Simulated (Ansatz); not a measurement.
**Ru: frozen-core PAW against all-electron methods**

```
Ru
1.0
     2.70580    0.00000    0.00000
    -1.35290    2.34329    0.00000
     0.00000    0.00000    4.19626
Ru
2
Direct
  0.33333 0.66667 0.25000
  0.66667 0.33333 0.75000
```

Atoms are numbered in the order listed.

The cell is COD entry 9017842, as deposited and not checked against the literature; nothing was relaxed. The listed cell was then made from it by scaling, straining or moving an atom.

Levels of theory: DFT, PBE, PAW with Ansatz's default frozen-core files, scalar-relativistic (Ansatz 0.2.0); DFT, PBE, all-electron LAPW, scalar-relativistic (Ansatz 0.2.0).

For PAW: a Γ-centred 14×14×8 k mesh, Fermi–Dirac smearing of 0.03 eV, cutoff 420 eV, no spin polarisation. LAPW targets a basis error of 0.5 meV/atom. The Ansatz runs share mesh, smearing and spin set-up. Plane-wave (PAW) pressures include the program's estimate of the Pulay term.

Stress and pressure are positive in compression.

PAW results:

```tsv
quantity	PAW
pressure (GPa)	12.07
stress xx (GPa)	9.03
stress zz (GPa)	18.15
```

Problem. What does LAPW (all electrons) give for the same quantities?

Solution. 
```tsv
quantity	LAPW
pressure (GPa)	11.99
stress xx (GPa)	8.97
stress zz (GPa)	18.05
```
